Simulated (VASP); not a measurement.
# Sb in VASP: a series of runs

Runs on Sb. Level: PBE. Tasks: single point.

Everything below comes from runs of VASP 6.6.1. Logs are shortened: lines on timing, memory, paths and dates and some standing lists are left out, and cuts for length are marked.

### 1 The structure

The cell holds a slab with vacuum, 9 atoms: a = 4.469 Å, b = 5.473 Å, c = 18.321 Å, α = 90.00°, β = 90.00°, γ = 90.00°.

The slab is cut from a database's or a generator's crystal, which needn't be the stable form of the element.

### 2 Single point, PBE

Contents of INCAR:

```
PREC = Accurate
ENCUT = 400
EDIFF = 1E-7
ISMEAR = 1
SIGMA = 0.1
LREAL = F
LASPH = T
NELM = 120
ALGO = Normal
ISIF = 2
LWAVE = F
LCHARG = F
LDIPOL = T
IDIPOL = 3
DIPOL = 0.5 0.5 0.500
GGA = PE
NBANDS = 40
LVHAR = T
LVACPOTAV = T
```

Contents of KPOINTS:

```
Automatic mesh
0
Gamma
  9 8 1
```

Contents of POSCAR:

```
Sb
1.0
    4.4689148571      0.0000000000      0.0000000000
    0.0000000000      5.4732805519      0.0000000000
    0.0000000000      0.0000000000     18.3205167829
Sb
9
Direct
    0.5000000000      0.6666666667      0.2183344524
    0.0000000000      0.3333333333      0.2887508393
    0.5000000000      0.0000000000      0.3591672262
    0.0000000000      0.6666666667      0.4295836131
    0.5000000000      0.3333333333      0.5000000000
    0.0000000000      0.0000000000      0.5704163869
    0.5000000000      0.6666666667      0.6408327738
    0.0000000000      0.3333333333      0.7112491607
    0.5000000000      0.0000000000      0.7816655476
```

Potentials or basis: VASP PAW PBE potentials, release 64 (Sb).

Run with:

```bash
cat potpaw_PBE.64/Sb/POTCAR > POTCAR
mpirun -np 1 vasp_std > vasp.out
```

OUTCAR:

```text
PREC = Accurate
   ENCUT = 400
   EDIFF = 1E-7
   ISMEAR = 1
   LREAL = F
   LASPH = T
   NELM = 120
   ISIF = 2
   GGA = PE

 Found     25 irreducible k-points:

 Following reciprocal coordinates:
            Coordinates               Weight
  0.000000  0.000000  0.000000      1.000000
  0.111111  0.000000  0.000000      2.000000
  0.222222  0.000000  0.000000      2.000000
  0.333333  0.000000  0.000000      2.000000
  0.444444  0.000000  0.000000      2.000000
  0.000000  0.125000  0.000000      2.000000
   k-points           NKPTS =     25   k-points in BZ     NKDIM =     25   number of bands    NBANDS=     40
   number of dos      NEDOS =    301   number of ions     NIONS =      9
   total plane-waves  NPLWV = 129600
   dimension x,y,z NGX =    30 NGY =   36 NGZ =  120
   dimension x,y,z NGXF=    60 NGYF=   72 NGZF=  240
   ions per type =               9
   NGX,Y,Z   is equivalent  to a cutoff of  11.16, 10.93, 10.89 a.u.
   NGXF,Y,Z  is equivalent  to a cutoff of  22.32, 21.87, 21.78 a.u.
 SYSTEM =  unknown system
   PREC   = accura    normal or accurate (medium, high low for compatibility)
   ISTART =      0    job   : 0-new  1-cont  2-samecut
   ICHARG =      2    charge: 1-file 2-atom 10-const
   ISPIN  =      1    spin polarized calculation?
   LNONCOLLINEAR =      F non collinear calculations
   LSORBIT =      F    spin-orbit coupling
   LASPH  =      T    aspherical Exc in radial PAW
   ENCUT  =  400.0 eV  29.40 Ry    5.42 a.u.   7.29  8.93 29.88*2*pi/ulx,y,z
   NELM   =    120;   NELMIN=  2; NELMDL= -5     # of ELM steps
   EDIFF  = 0.1E-06   stopping-criterion for ELM
   LREAL  =      F    real-space projection
   EDIFFG = 0.1E-05   stopping-criterion for IOM
   NSW    =      0    number of steps for IOM
   IBRION =     -1    ionic relax: 0-MD 1-quasi-New 2-CG
   NFREE  =      0    steps in history (QN), initial steepest desc. (CG)
   ISIF   =      2    stress and relaxation
   ISYM   =      2    0-nonsym 1-usesym 2-fastsym
   POTIM  = 0.5000    time-step for ionic-motion
   TEBEG  =    0.0;   TEEND  =   0.0 temperature during run
   PSTRESS=    0.0 pullay stress
   NELECT =      45.0000    total number of electrons
   NUPDOWN=      -1.0000    fix difference up-down
   EMIN   =  10.00;   EMAX   =-10.00  energy-range for DOS
   EFERMI =   0.00;   METHOD = LEGACY
   ISMEAR =     1;   SIGMA  =   0.10  broadening in eV -4-tet -1-fermi 0-gaus
   EFERMI_NEDOS =   21; number of points for ismear=-14 and -15
   IALGO  =     38    algorithm
   IMIX   =      4    mixing-type and parameters
     AMIX     =   0.40;   BMIX     =  1.00
     AMIX_MAG =   1.60;   BMIX_MAG =  1.00
  volume/ion in A,a.u.               =      49.79       336.00
  Fermi-wavevector in a.u.,A,eV,Ry     =   0.760939  1.437966  7.878156  0.579028
  Thomas-Fermi vector in A             =   1.860068
   LORBIT       =      0    0 simple, 1 ext, 2 COOP (PROOUT), +10 PAW based schemes
   GGA     = PE    functional components
   LHFCALC =     F    Hartree Fock is set to
   AEXX    =    0.0000 exact exchange contribution
   IVDW    =     0    specifies the selected vdW correction
   LEPSILON=     F    determine dielectric tensor
   LRPA    =     F    only Hartree local field effects (RPA)
 non-spin polarized calculation
 Methfessel and Paxton  Order N= 1 SIGMA  =   0.10
  energy-cutoff  :      400.00
  volume of cell :      448.11
 maximum number of plane-waves:      8168
 NGX is ok and might be reduce to    30
   NGX = 15   NGY = 17   NGZ = 59

 dipolmoment           0.000000      0.000000     -0.000000 electrons x Angstroem

 number of electron      45.0000002 magnetization

 dipolmoment           0.000000      0.000000      0.000000 electrons x Angstroem

 Free energy of the ion-electron system (eV)
  ---------------------------------------------------
  ext. energy  EPLUGINS =         0.00000000
  ---------------------------------------------------
  free energy    TOTEN  =       -35.09783938 eV

  energy without entropy =      -35.09393347  energy(sigma->0) =      -35.09653741

 E-fermi :   2.4054     XC(G=0):  -6.7759

 val. band max:        2.3936639538   @ k =   0.0000   0.5000   0.0000
 cond. band min:       2.4118401504   @ k =   0.1111   0.1250   0.0000
 fundamental gap:      0.0181761966
 Fermi energy:         2.4054296542

 k-point     1 :       0.0000    0.0000    0.0000
  band No.  band energies     occupation
      1      -9.2941      2.00000
      2      -8.6259      2.00000
      3      -7.6697      2.00000
      4      -6.5776      2.00000
      5      -5.6615      2.00000
      6      -5.2904      2.00000
      7      -5.1715      2.00000
      8      -4.9092      2.00000
      9      -4.8747      2.00000
     10      -0.7633      2.00000
     11      -0.7482      2.00000
     12      -0.6075      2.00000
     13      -0.5325      2.00000
     14       0.0675      2.00000
     15       0.2004      2.00000
     16       0.6055      2.00000
     17       0.7979      2.00000
     18       1.0254      2.00000
     19       1.2219      2.00000
     20       2.0008      2.00000
     21       2.1208      2.00043
     22       2.7001     -0.00025
     23       2.7282     -0.00005
     24       3.1133     -0.00000
     25       3.4230     -0.00000
     26       3.8299     -0.00000
     27       4.1135     -0.00000
     28       4.3105     -0.00000
     29       4.3871     -0.00000
     30       4.6055      0.00000
     31       4.8453      0.00000
     32       4.9658      0.00000
     33       5.1580      0.00000
     34       5.2667      0.00000

 k-point     2 :       0.1111    0.0000    0.0000
  band No.  band energies     occupation
      1      -9.2105      2.00000
      2      -8.5447      2.00000
      3      -7.5931      2.00000
      4      -6.5091      2.00000
      5      -5.6062      2.00000
      6      -5.3043      2.00000
      7      -5.2943      2.00000
      8      -5.0185      2.00000
      9      -4.9970      2.00000
     10      -0.7776      2.00000
     11      -0.7302      2.00000
     12      -0.7025      2.00000
     13      -0.6480      2.00000
     14      -0.0172      2.00000
     15       0.0834      2.00000
     16       0.6916      2.00000
     17       0.7362      2.00000
     18       0.9736      2.00000
     19       1.1152      2.00000
     20       1.9750      2.00000
     21       2.1057      2.00019
     22       2.3929      1.21067
     23       2.6820     -0.00065
     24       2.8380     -0.00000
     25       3.0085     -0.00000
     26       3.4202     -0.00000
     27       3.8154     -0.00000
     28       4.2870     -0.00000
     29       4.6222      0.00000
     30       4.7607      0.00000
     31       5.0890      0.00000
     32       5.3420      0.00000
     33       5.5352      0.00000
     34       5.5785      0.00000

 k-point     3 :       0.2222    0.0000    0.0000
  band No.  band energies     occupation
      1      -8.9615      2.00000
      2      -8.3036      2.00000
      3      -7.3676      2.00000
      4      -6.3126      2.00000
      5      -5.8199      2.00000
      6      -5.5436      2.00000
      7      -5.4539      2.00000
      8      -5.2230      2.00000
      9      -5.0886      2.00000
     10      -0.9953      2.00000
     11      -0.9345      2.00000
     12      -0.5866      2.00000
     13      -0.5820      2.00000
     14      -0.1998      2.00000
     15      -0.1555      2.00000
     16       0.4963      2.00000
     17       0.7267      2.00000
     18       0.9085      2.00000
     19       0.9701      2.00000
     20       1.4106      2.00000
     21       1.4708      2.00000
     22       2.0692      2.00002
     23       2.3825      1.37684
     24       2.6898     -0.00044
     25       2.8126     -0.00000
     26       3.1405     -0.00000
     27       3.5918     -0.00000
     28       4.5391      0.00000
     29       4.6593      0.00000
     30       4.8400      0.00000
     31       5.0086      0.00000
     32       5.9346      0.00000
     33       6.1013      0.00000
     34       6.3663      0.00000

 k-point     4 :       0.3333    0.0000    0.0000
  band No.  band energies     occupation
      1      -8.5532      2.00000
      2      -7.9116      2.00000
      3      -7.0110      2.00000
      4      -6.5577      2.00000
      5      -6.1378      2.00000
      6      -5.9707      2.00000
      7      -5.5376      2.00000
      8      -5.2550      2.00000
      9      -5.1215      2.00000
     10      -1.0730      2.00000
     11      -1.0329      2.00000
     12      -0.5138      2.00000
     13      -0.4245      2.00000
     14      -0.4113      2.00000
     15      -0.2901      2.00000
     16       0.1668      2.00000
     17       0.2474      2.00000
     18       0.7985      2.00000
     19       0.8536      2.00000
     20       0.9233      2.00000
     21       1.0316      2.00000
     22       1.8094      2.00000
     23       1.9648      2.00000
     24       2.6110     -0.01329
     25       2.7444     -0.00002
     26       3.3359     -0.00000
     27       3.3524     -0.00000
     28       4.4682      0.00000
     29       4.6132      0.00000
     30       4.9349      0.00000
     31       5.1106      0.00000
     32       5.8606      0.00000
     33       5.8632      0.00000
     34       6.1885      0.00000

 k-point     5 :       0.4444    0.0000    0.0000
  band No.  band energies     occupation
      1      -7.9981      2.00000
      2      -7.3903      2.00000
      3      -7.3198      2.00000
      4      -6.7544      2.00000
      5      -6.5556      2.00000
      6      -5.9813      2.00000
      7      -5.6771      2.00000
      8      -5.2565      2.00000
      9      -5.1056      2.00000
     10      -0.9354      2.00000
     11      -0.9202      2.00000
     12      -0.6300      2.00000
     13      -0.5872      2.00000
     14      -0.3313      2.00000
     15      -0.3206      2.00000
     16      -0.2277      2.00000
     17      -0.1139      2.00000
     18       0.4520      2.00000
     19       0.5994      2.00000
     20       0.9273      2.00000
     21       1.2320      2.00000
     22       1.6277      2.00000
     23       1.6820      2.00000
     24       2.4477      0.35072
     25       2.9880     -0.00000
     26       3.0627     -0.00000
     27       3.4366     -0.00000
     28       4.2863     -0.00000
     29       4.6938      0.00000
     30       4.8039      0.00000
     31       5.4201      0.00000
     32       5.4806      0.00000
     33       5.5397      0.00000
     34       6.0797      0.00000

 k-point     6 :       0.0000    0.1250    0.0000
  band No.  band energies     occupation
      1      -9.2243      2.00000
      2      -8.5617      2.00000
      3      -7.6236      2.00000
      4      -6.6052      2.00000
      5      -6.1321      2.00000
      6      -5.7964      2.00000
      7      -5.1658      2.00000
      8      -4.5871      2.00000
      9      -4.3677      2.00000
     10      -1.3193      2.00000
     11      -0.5305      2.00000
     12      -0.4437      2.00000
     13      -0.1246      2.00000
     14       0.0934      2.00000
     15       0.1334      2.00000
     16       0.4488      2.00000
     17       1.0608      2.00000
     18       1.1299      2.00000
     19       1.2420      2.00000
     20       2.0617      2.00001
     21       2.1741      2.00512
     22       2.2545      2.05449
     23       2.8127     -0.00000
     24       3.0632     -0.00000
     25       3.2191     -0.00000
     26       3.5048     -0.00000
     27       3.6179     -0.00000
     28       4.2277     -0.00000
     29       4.3895     -0.00000
     30       4.5376      0.00000
     31       5.0831      0.00000
     32       5.1819      0.00000
     33       5.2198      0.00000
     34       5.4053      0.00000

 [... further k-points ...]

 [bands above 34 left out]

------------------------ aborting loop because EDIFF is reached ----------------------------------------

  FORCE on cell =-STRESS in cart. coord.  units (eV):
  Direction    XX          YY          ZZ          XY          YZ          ZX
  --------------------------------------------------------------------------------------
  -------------------------------------------------------------------------------------
  Total       -7.7321463     -8.4994934     -6.5949578      0.0000000     -0.4703196      0.0000000
  in kB      -27.6454162    -30.3889792    -23.5795273      0.0000000     -1.6815746      0.0000000
  external PRESSURE =     -27.2046409 kB  Pullay stress =       0.0000000 kB

 VOLUME and BASIS-vectors are now :
 -----------------------------------------------------------------------------
  energy-cutoff  :      400.00
  volume of cell :      448.11
      direct lattice vectors                 reciprocal lattice vectors
     4.468914857  0.000000000  0.000000000     0.223767969  0.000000000  0.000000000
     0.000000000  5.473280552  0.000000000     0.000000000  0.182705781  0.000000000
     0.000000000  0.000000000 18.320516783     0.000000000  0.000000000  0.054583613

 POSITION                                       TOTAL-FORCE (eV/Angst)
 -----------------------------------------------------------------------------------
      2.23446      3.64885      4.00000         0.000000     -0.453081      1.097352
      0.00000      1.82443      5.29006         0.000000      1.183538     -0.371867
      2.23446      0.00000      6.58013         0.000000     -0.707460     -0.082790
      0.00000      3.64885      7.87019         0.000000     -0.131016     -0.573403
      2.23446      1.82443      9.16026         0.000000     -0.000000      0.000000
      0.00000      0.00000     10.45032         0.000000      0.131016      0.573403
      2.23446      3.64885     11.74039         0.000000      0.707460      0.082790
      0.00000      1.82443     13.03045         0.000000     -1.183538      0.371867
      2.23446      0.00000     14.32052         0.000000      0.453081     -1.097352
 -----------------------------------------------------------------------------------
    total drift:                                0.000000      0.000000      0.000000

  FREE ENERGIE OF THE ION-ELECTRON SYSTEM (eV)
  ---------------------------------------------------
  free  energy   TOTEN  =       -35.0978393833 eV

  energy  without entropy=      -35.0939334668  energy(sigma->0) =      -35.09653741
```

Wall time 4.3 min (1 thread of Intel Xeon 6975P-C (Granite Rapids), shared host); peak memory 0.45 GiB.

The run converged, but some of its settings lie outside the range that counts as converged, so its numbers aren't taken as properties of the slab.

What came out:

- Free energy: -35.0978 eV
- Largest force: 1.241 eV/Å
- Band gap on the k mesh: none (metal or under the smearing width)

### 3 Single point, PBE

This run uses another cell than the first one, of 55.23 Å³/atom, 1.109 times its volume.

INCAR is that of step 2.

KPOINTS is that of step 2.

Contents of POSCAR:

```
Sb
1.0
    4.4689148571      0.0000000000      0.0000000000
    0.0000000000      5.4732805519      0.0000000000
    0.0000000000      0.0000000000     20.3205167829
Sb
9
Direct
    0.5000000000      0.6666666667      0.2460567344
    0.0000000000      0.3333333333      0.3095425508
    0.5000000000      0.0000000000      0.3730283672
    0.0000000000      0.6666666667      0.4365141836
    0.5000000000      0.3333333333      0.5000000000
    0.0000000000      0.0000000000      0.5634858164
    0.5000000000      0.6666666667      0.6269716328
    0.0000000000      0.3333333333      0.6904574492
    0.5000000000      0.0000000000      0.7539432656
```

Potentials or basis: VASP PAW PBE potentials, release 64 (Sb).

Run with:

```bash
cat potpaw_PBE.64/Sb/POTCAR > POTCAR
mpirun -np 1 vasp_std > vasp.out
```

OUTCAR:

```text
PREC = Accurate
   ENCUT = 400
   EDIFF = 1E-7
   ISMEAR = 1
   LREAL = F
   LASPH = T
   NELM = 120
   ISIF = 2
   GGA = PE

 Found     25 irreducible k-points:

 Following reciprocal coordinates:
            Coordinates               Weight
  0.000000  0.000000  0.000000      1.000000
  0.111111  0.000000  0.000000      2.000000
  0.222222  0.000000  0.000000      2.000000
  0.333333  0.000000  0.000000      2.000000
  0.444444  0.000000  0.000000      2.000000
  0.000000  0.125000  0.000000      2.000000
[... 312 lines left out ...]
  in kB      -24.8975573    -27.3866895    -21.2321883      0.0000000     -1.5606947      0.0000000
  external PRESSURE =     -24.5054784 kB  Pullay stress =       0.0000000 kB

 VOLUME and BASIS-vectors are now :
 -----------------------------------------------------------------------------
  energy-cutoff  :      400.00
  volume of cell :      497.03
      direct lattice vectors                 reciprocal lattice vectors
     4.468914857  0.000000000  0.000000000     0.223767969  0.000000000  0.000000000
     0.000000000  5.473280552  0.000000000     0.000000000  0.182705781  0.000000000
     0.000000000  0.000000000 20.320516783     0.000000000  0.000000000  0.049211347

 POSITION                                       TOTAL-FORCE (eV/Angst)
 -----------------------------------------------------------------------------------
      2.23446      3.64885      5.00000         0.000000     -0.454219      1.097940
      0.00000      1.82443      6.29006         0.000000      1.184787     -0.369403
      2.23446      0.00000      7.58013         0.000000     -0.709060     -0.084227
      0.00000      3.64885      8.87019         0.000000     -0.132847     -0.575098
      2.23446      1.82443     10.16026         0.000000     -0.000000      0.000000
      0.00000      0.00000     11.45032         0.000000      0.132847      0.575098
      2.23446      3.64885     12.74039         0.000000      0.709060      0.084227
      0.00000      1.82443     14.03045         0.000000     -1.184787      0.369403
      2.23446      0.00000     15.32052         0.000000      0.454219     -1.097940
 -----------------------------------------------------------------------------------
    total drift:                               -0.000000      0.000000      0.000000

  FREE ENERGIE OF THE ION-ELECTRON SYSTEM (eV)
  ---------------------------------------------------
  free  energy   TOTEN  =       -35.0957250567 eV

  energy  without entropy=      -35.0917626770  energy(sigma->0) =      -35.09440426

 vacuum level on the upper side and lower side of the slab         6.178         6.178
```

OSZICAR:

```text
N       E                     dE             d eps       ncg     rms          rms(c)
DAV:   1     0.192402074089E+03    0.19240E+03   -0.11698E+04  2000   0.670E+02
DAV:   2    -0.149040255333E+02   -0.20731E+03   -0.19456E+03  2504   0.130E+02
DAV:   3    -0.345203451088E+02   -0.19616E+02   -0.19150E+02  2552   0.425E+01
DAV:   4    -0.350963807672E+02   -0.57604E+00   -0.57436E+00  2520   0.836E+00
DAV:   5    -0.351172310782E+02   -0.20850E-01   -0.20848E-01  2792   0.185E+00    0.505E+00
DAV:   6    -0.351054065033E+02    0.11825E-01   -0.50018E-02  2472   0.909E-01    0.294E+00
DAV:   7    -0.351253662014E+02   -0.19960E-01   -0.12080E-01  2320   0.155E+00    0.734E-01
DAV:   8    -0.350953066994E+02    0.30060E-01   -0.68503E-02  2464   0.112E+00    0.180E-01
DAV:   9    -0.350959835059E+02   -0.67681E-03   -0.10547E-02  2432   0.367E-01    0.160E-01
DAV:  10    -0.350954588690E+02    0.52464E-03   -0.89100E-04  2368   0.107E-01    0.782E-02
DAV:  11    -0.350952593497E+02    0.19952E-03   -0.41871E-04  2528   0.597E-02    0.443E-02
DAV:  12    -0.350952397811E+02    0.19569E-04   -0.12310E-04  2360   0.306E-02    0.114E-02
DAV:  13    -0.350953791063E+02   -0.13933E-03   -0.37423E-05  2120   0.173E-02    0.147E-02
DAV:  14    -0.350956103576E+02   -0.23125E-03   -0.36390E-05  2096   0.201E-02    0.138E-02
DAV:  15    -0.350957045118E+02   -0.94154E-04   -0.14000E-05  2136   0.132E-02    0.418E-03
DAV:  16    -0.350957227570E+02   -0.18245E-04   -0.40116E-06  2336   0.641E-03    0.999E-04
DAV:  17    -0.350957249854E+02   -0.22284E-05   -0.46640E-07  2200   0.183E-03    0.160E-03
DAV:  18    -0.350957250567E+02   -0.71290E-07   -0.61995E-08  2016   0.690E-04
   1 F= -.35095725E+02 E0= -.35094404E+02  d E =-.396238E-02
```

Run time: 5.3 min. Hardware: 1 thread of Intel Xeon 6975P-C (Granite Rapids), shared host; peak memory 0.49 GiB.

The run converged, but some of its settings lie outside the range that counts as converged, so its numbers aren't taken as properties of the slab.

What came out:

- Free energy: -35.0957 eV
- Largest force: 1.241 eV/Å
- Band gap on the k mesh: none (metal or under the smearing width)
- Work function of the upper face: 4.45 eV
- Work function of the lower face: 4.45 eV

[end of part 1 of 2]
